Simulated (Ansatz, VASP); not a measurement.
**Two plane-wave programs on Mg**

```
Mg
1.0
     0.00000    3.11155    3.11155
     3.11155    0.00000    3.11155
     3.11155    3.11155    0.00000
Mg
2
Direct
  0.87500 0.87500 0.87500
  0.12500 0.12500 0.12500
```

Alike in both runs: functional PBE; k mesh 11 × 11 × 11; occupations fermi-dirac, width 0.08 eV; no spin polarisation.

Ansatz relaxed the structure, and its values are those at the end. VASP's run is a single point on that final structure, the one shown.

|  | VASP | Ansatz |
| --- | --- | --- |
| version | VASP 6.6.1 | Ansatz 0.2.0 |
| potentials or method | VASP PAW PBE potentials, release 64 (Mg) | PAW with Ansatz's default frozen-core files, scalar-relativistic |
| plane-wave cutoff (eV) | 520 | 420 |
| valence electrons in the cell | 4 | 20 |

|  | VASP | Ansatz | Ansatz less VASP |
| --- | --- | --- | --- |
| pressure (GPa) | 5.7 | 5.7 | -0.01 |

The two sets of potentials don't hold the same shells in valence.
